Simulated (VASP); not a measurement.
# InP (F-43m) in VASP: settings compared, part 2 of 2

VASP 6.6.1. Earlier steps stand in the parts before.

## (4) Equation of state, PBEsol, 24.66 Å³/atom (volume scaled by 0.98)

INCAR reads:

```
SYSTEM = InP
PREC     = Accurate       ! precision mode
ENCUT    = 520            ! plane-wave cutoff, eV
EDIFF    = 1E-7           ! SCF threshold, eV
ISMEAR   = -1             ! smearing method
SIGMA    = 0.05           ! smearing width, eV
LREAL    = .False.        ! projectors in reciprocal space
LASPH    = .True.         ! aspherical terms in the spheres
NELM     = 100            ! most SCF steps
ALGO     = Normal         ! electronic algorithm
ISIF     = 2              ! what is computed and relaxed
LWAVE    = .False.        ! write WAVECAR
LCHARG   = .False.        ! write CHGCAR
GGA      = PS             ! functional
NBANDS   = 16             ! bands
```

KPOINTS reads:

```
Automatic mesh
0
Gamma
  8 8 8
  0 0 0
```

POSCAR reads:

```
InP
1.0
    0.0000000000      2.9108316221      2.9108316221
    2.9108316221      0.0000000000      2.9108316221
    2.9108316221      2.9108316221      0.0000000000
In P
1 1
Direct
    0.0000000000      0.0000000000      0.0000000000
    0.7500000000      0.7500000000      0.7500000000
```

The run is started by

```
cat potpaw_PBE.64/In_d/POTCAR potpaw_PBE.64/P/POTCAR > POTCAR
mpirun -np 1 vasp_std > vasp.out
```

Wall time 35 s (1 thread of AMD EPYC 7R43 (Zen 3), shared host); peak memory 0.14 GiB.

Results (log left out):

| Item | Value |
| --- | --- |
| Free energy | -9.1453 eV |
| Pressure | 2.0 GPa |
| Band gap on the k mesh | 0.72 eV, direct |

Caveat: the PAW data sets were made with another functional, which shifts forces and pressure a little; spin-orbit coupling is left out, which moves the levels of the heavy elements.

## (5) Equation of state, PBEsol, 25.67 Å³/atom (volume scaled by 1.02)

INCAR is that of step 4.

KPOINTS is that of step 4.

POSCAR reads:

```
InP
1.0
    0.0000000000      2.9499078504      2.9499078504
    2.9499078504      0.0000000000      2.9499078504
    2.9499078504      2.9499078504      0.0000000000
In P
1 1
Direct
    0.0000000000      0.0000000000      0.0000000000
    0.7500000000      0.7500000000      0.7500000000
```

The run is started by

```
cat potpaw_PBE.64/In_d/POTCAR potpaw_PBE.64/P/POTCAR > POTCAR
mpirun -np 1 vasp_std > vasp.out
```

Run time: 31 s. Hardware: 1 thread of AMD EPYC 7R43 (Zen 3), shared host; peak memory 0.15 GiB.

The run converged. Its results:

```
Free energy            : -9.1537 eV
Pressure               : -0.7 GPa
Band gap on the k mesh : 0.51 eV, direct
```

Caveat: the PAW data sets were made with another functional, which shifts forces and pressure a little; spin-orbit coupling is left out, which moves the levels of the heavy elements.

## (6) Equation of state, PBEsol, 26.17 Å³/atom (volume scaled by 1.04)

INCAR is that of step 5.

KPOINTS is that of step 5.

POSCAR reads:

```
InP
1.0
    0.0000000000      2.9690636329      2.9690636329
    2.9690636329      0.0000000000      2.9690636329
    2.9690636329      2.9690636329      0.0000000000
In P
1 1
Direct
    0.0000000000      0.0000000000      0.0000000000
    0.7500000000      0.7500000000      0.7500000000
```

Potentials or basis: VASP PAW PBE potentials, release 64 (In_d, P).

The run is started by

```
cat potpaw_PBE.64/In_d/POTCAR potpaw_PBE.64/P/POTCAR > POTCAR
mpirun -np 1 vasp_std > vasp.out
```

Wall time 31 s (1 thread of AMD EPYC 7R43 (Zen 3), shared host); peak memory 0.15 GiB.

The run converged. Its results:

| Property | Result |
| --- | --- |
| Free energy | -9.1456 eV |
| Pressure | -1.9 GPa |
| Band gap on the k mesh | 0.40 eV, direct |

Caveat: the PAW data sets were made with another functional, which shifts forces and pressure a little; spin-orbit coupling is left out, which moves the levels of the heavy elements.

## (7) Equation of state, PBEsol, 26.68 Å³/atom (volume scaled by 1.06)

INCAR is that of step 6.

KPOINTS is that of step 6.

POSCAR reads:

```
InP
1.0
    0.0000000000      2.9879753761      2.9879753761
    2.9879753761      0.0000000000      2.9879753761
    2.9879753761      2.9879753761      0.0000000000
In P
1 1
Direct
    0.0000000000      0.0000000000      0.0000000000
    0.7500000000      0.7500000000      0.7500000000
```

The run is started by

```
cat potpaw_PBE.64/In_d/POTCAR potpaw_PBE.64/P/POTCAR > POTCAR
mpirun -np 1 vasp_std > vasp.out
```

Wall time 32 s (1 thread of AMD EPYC 7R43 (Zen 3), shared host); peak memory 0.15 GiB.

The run converged. Its results:

```yaml
Free_energy: -9.1306 eV
Pressure: -3.0 GPa
Band_gap_on_the_k_mesh: 0.30 eV, direct
```

Caveat: the PAW data sets were made with another functional, which shifts forces and pressure a little; spin-orbit coupling is left out, which moves the levels of the heavy elements.

## (8) Equation of state, PBEsol

This step only gathers the single runs of the series.

What came out:

```yaml
Equilibrium_volume: 25.40 Å³/atom
Bulk_modulus: 67 GPa
Pressure_derivative_of_the_bulk_modulus: 4.6
```

Energy against volume, from the lowest point:
```csv
volume (Å³/atom),energy (meV/atom)
23.657,28.03
24.160,13.41
24.663,4.27
25.167,0.00
25.670,0.10
26.173,4.13
26.677,11.64
```

Caveat: the PAW data sets were made with another functional, which shifts forces and pressure a little.

## (9) Equation of state, PBE, 23.66 Å³/atom (volume scaled by 0.94)

INCAR reads:

```
SYSTEM = InP
ALGO     = Normal         ! electronic algorithm
EDIFF    = 1E-7           ! SCF threshold, eV
ENCUT    = 520            ! plane-wave cutoff, eV
GGA      = PE             ! functional
ISIF     = 2              ! what is computed and relaxed
ISMEAR   = -1             ! smearing method
LASPH    = .TRUE.         ! aspherical terms in the spheres
LCHARG   = .FALSE.        ! write CHGCAR
LREAL    = .FALSE.        ! projectors in reciprocal space
LWAVE    = .FALSE.        ! write WAVECAR
NBANDS   = 16             ! bands
NELM     = 60             ! most SCF steps
PREC     = Accurate       ! precision mode
SIGMA    = 0.05           ! smearing width, eV
```

KPOINTS reads:

```
k-points
0
G
  8 8 8
  0 0 0
```

POSCAR reads:

```
InP
1.0
    0.0000000000      2.8706770916      2.8706770916
    2.8706770916      0.0000000000      2.8706770916
    2.8706770916      2.8706770916      0.0000000000
In P
1 1
Direct
    0.0000000000      0.0000000000      0.0000000000
    0.7500000000      0.7500000000      0.7500000000
```

Potentials or basis: VASP PAW PBE potentials, release 64 (In_d, P).

The run is started by

```
cat potpaw_PBE.64/In_d/POTCAR potpaw_PBE.64/P/POTCAR > POTCAR
mpirun -np 1 vasp_std > vasp.out
```

Wall time 34 s (1 thread of AMD EPYC 7R43 (Zen 3), shared host); peak memory 0.14 GiB.

It converged, with:

* Free energy: -8.2711 eV
* Pressure: 8.6 GPa
* Band gap on the k mesh: 1.05 eV, direct

Caveat: spin-orbit coupling is left out, which moves the levels of the heavy elements.

## (10) Equation of state, PBE, 24.16 Å³/atom (volume scaled by 0.96)

INCAR reads:

```
  PREC = Accurate
  ENCUT = 520
  EDIFF = 1E-7
  ISMEAR = -1
  SIGMA = 0.05
  LREAL = False
  LASPH = True
  NELM = 80
  ALGO = Normal
  ISIF = 2
  LWAVE = False
  LCHARG = False
  GGA = PE
  NBANDS = 16
```

KPOINTS reads:

```
regular mesh
0
Gamma
  8 8 8
```

POSCAR reads:

```
InP
1.0
    0.0000000000      2.8908937935      2.8908937935
    2.8908937935      0.0000000000      2.8908937935
    2.8908937935      2.8908937935      0.0000000000
In P
1 1
Direct
    0.0000000000      0.0000000000      0.0000000000
    0.7500000000      0.7500000000      0.7500000000
```

The run is started by

```
cat potpaw_PBE.64/In_d/POTCAR potpaw_PBE.64/P/POTCAR > POTCAR
mpirun -np 1 vasp_std > vasp.out
```

It took 44 s on 1 thread of AMD EPYC 7R43 (Zen 3), shared host; peak memory 0.14 GiB.

Results (log left out):

```
Free energy            : -8.3189 eV
Pressure               : 6.6 GPa
Band gap on the k mesh : 0.93 eV, direct
```

Caveat: spin-orbit coupling is left out, which moves the levels of the heavy elements.

## (11) Equation of state, PBE, 24.66 Å³/atom (volume scaled by 0.98)

INCAR reads:

```
PREC = Accurate ; ENCUT = 520
EDIFF = 1E-7 ; ISMEAR = -1
SIGMA = 0.05 ; LREAL = F
LASPH = T ; NELM = 100
ALGO = Normal ; ISIF = 2
LWAVE = F ; LCHARG = F
GGA = PE ; NBANDS = 16
```

KPOINTS reads:

```
Automatic mesh
0
Gamma
  8 8 8
```

POSCAR reads:

```
InP
1.0
    0.0000000000      2.9108316221      2.9108316221
    2.9108316221      0.0000000000      2.9108316221
    2.9108316221      2.9108316221      0.0000000000
In P
1 1
Direct
    0.0000000000      0.0000000000      0.0000000000
    0.7500000000      0.7500000000      0.7500000000
```

The run is started by

```
cat potpaw_PBE.64/In_d/POTCAR potpaw_PBE.64/P/POTCAR > POTCAR
mpirun -np 1 vasp_std > vasp.out
```

Wall time 40 s (1 thread of AMD EPYC 7R43 (Zen 3), shared host); peak memory 0.14 GiB.

Results (log left out):

```yaml
Free_energy: -8.3550 eV
Pressure: 4.9 GPa
Band_gap_on_the_k_mesh: 0.82 eV, direct
```

Caveat: spin-orbit coupling is left out, which moves the levels of the heavy elements.

## (12) Equation of state, PBE, 25.67 Å³/atom (volume scaled by 1.02)

INCAR reads:

```
  PREC = Accurate
  ENCUT = 520
  EDIFF = 1E-7
  ISMEAR = -1
  SIGMA = 0.05
  LREAL = False
  LASPH = True
  NELM = 100
  ALGO = Normal
  ISIF = 2
  LWAVE = False
  LCHARG = False
  GGA = PE
  NBANDS = 16
```

KPOINTS is that of step 11.

POSCAR reads:

```
InP
1.0
    0.0000000000      2.9499078504      2.9499078504
    2.9499078504      0.0000000000      2.9499078504
    2.9499078504      2.9499078504      0.0000000000
In P
1 1
Direct
    0.0000000000      0.0000000000      0.0000000000
    0.7500000000      0.7500000000      0.7500000000
```

Potentials or basis: VASP PAW PBE potentials, release 64 (In_d, P).

The run is started by

```
cat potpaw_PBE.64/In_d/POTCAR potpaw_PBE.64/P/POTCAR > POTCAR
mpirun -np 1 vasp_std > vasp.out
```

Run time: 54 s. Hardware: 1 thread of AMD EPYC 7R43 (Zen 3), shared host; peak memory 0.15 GiB.

Results (log left out):

- Free energy: -8.3972 eV
- Pressure: 1.9 GPa
- Band gap on the k mesh: 0.60 eV, direct

Caveat: spin-orbit coupling is left out, which moves the levels of the heavy elements.

## (13) Equation of state, PBE, 26.17 Å³/atom (volume scaled by 1.04)

INCAR reads:

```
PREC     = Accurate       # precision mode
ENCUT    = 520            # plane-wave cutoff, eV
EDIFF    = 1E-7           # SCF threshold, eV
ISMEAR   = -1             # smearing method
SIGMA    = 0.05           # smearing width, eV
LREAL    = False          # projectors in reciprocal space
LASPH    = True           # aspherical terms in the spheres
NELM     = 80             # most SCF steps
ALGO     = Normal         # electronic algorithm
ISIF     = 2              # what is computed and relaxed
LWAVE    = False          # write WAVECAR
LCHARG   = False          # write CHGCAR
GGA      = PE             # functional
NBANDS   = 16             # bands
```

KPOINTS reads:

```
regular mesh
0
Gamma
  8 8 8
```

POSCAR reads:

```
InP
1.0
    0.0000000000      2.9690636329      2.9690636329
    2.9690636329      0.0000000000      2.9690636329
    2.9690636329      2.9690636329      0.0000000000
In P
1 1
Direct
    0.0000000000      0.0000000000      0.0000000000
    0.7500000000      0.7500000000      0.7500000000
```

The run is started by

```
cat potpaw_PBE.64/In_d/POTCAR potpaw_PBE.64/P/POTCAR > POTCAR
mpirun -np 1 vasp_std > vasp.out
```

Run time: 38 s. Hardware: 1 thread of AMD EPYC 7R43 (Zen 3), shared host; peak memory 0.14 GiB.

Results (log left out):

| Quantity | Value |
| --- | --- |
| Free energy | -8.4051 eV |
| Pressure | 0.6 GPa |
| Band gap on the k mesh | 0.50 eV, direct |

Caveat: spin-orbit coupling is left out, which moves the levels of the heavy elements.

## (14) Equation of state, PBE, 26.68 Å³/atom (volume scaled by 1.06)

INCAR reads:

```
ALGO = Normal
EDIFF = 1E-7
ENCUT = 520
GGA = PE
ISIF = 2
ISMEAR = -1
LASPH = True
LCHARG = False
LREAL = False
LWAVE = False
NBANDS = 16
NELM = 80
PREC = Accurate
SIGMA = 0.05
```

KPOINTS reads:

```
k-points
0
Gamma
  8 8 8
```

POSCAR reads:

```
InP
1.0
    0.0000000000      2.9879753761      2.9879753761
    2.9879753761      0.0000000000      2.9879753761
    2.9879753761      2.9879753761      0.0000000000
In P
1 1
Direct
    0.0000000000      0.0000000000      0.0000000000
    0.7500000000      0.7500000000      0.7500000000
```

The run is started by

```
cat potpaw_PBE.64/In_d/POTCAR potpaw_PBE.64/P/POTCAR > POTCAR
mpirun -np 1 vasp_std > vasp.out
```

Wall time 42 s (1 thread of AMD EPYC 7R43 (Zen 3), shared host); peak memory 0.15 GiB.

It converged, with:

```yaml
Free_energy: -8.4055 eV
Pressure: -0.5 GPa
Band_gap_on_the_k_mesh: 0.39 eV, direct
```

Caveat: spin-orbit coupling is left out, which moves the levels of the heavy elements.

## (15) Equation of state, PBE

Potentials or basis: VASP PAW PBE potentials, release 64 (In_d, P).

This step only gathers the single runs of the series.

Results:

* Equilibrium volume: 26.45 Å³/atom
* Bulk modulus: 60 GPa
* Pressure derivative of the bulk modulus: 4.6

Energy against volume, from the lowest point:
```
volume (Å³/atom)  energy (meV/atom)
          23.657              67.19
          24.160              43.30
          24.663              25.23
          25.167              12.36
          25.670               4.17
          26.173               0.20
          26.677               0.00
```

## (16) Against experiment

Step 8. A measured bulk modulus of InP is 71 GPa (a printed reference work, data compilation); the calculated 67 GPa misses it by -6.2 %. The fit is for a static lattice scaled at fixed shape and fixed fractional positions.

Step 15. Against the measured bulk modulus of InP, 71 GPa (a printed reference work, data compilation), the calculated 60 GPa is off by -16.0 %. The fit is for a static lattice scaled at fixed shape and fixed fractional positions.
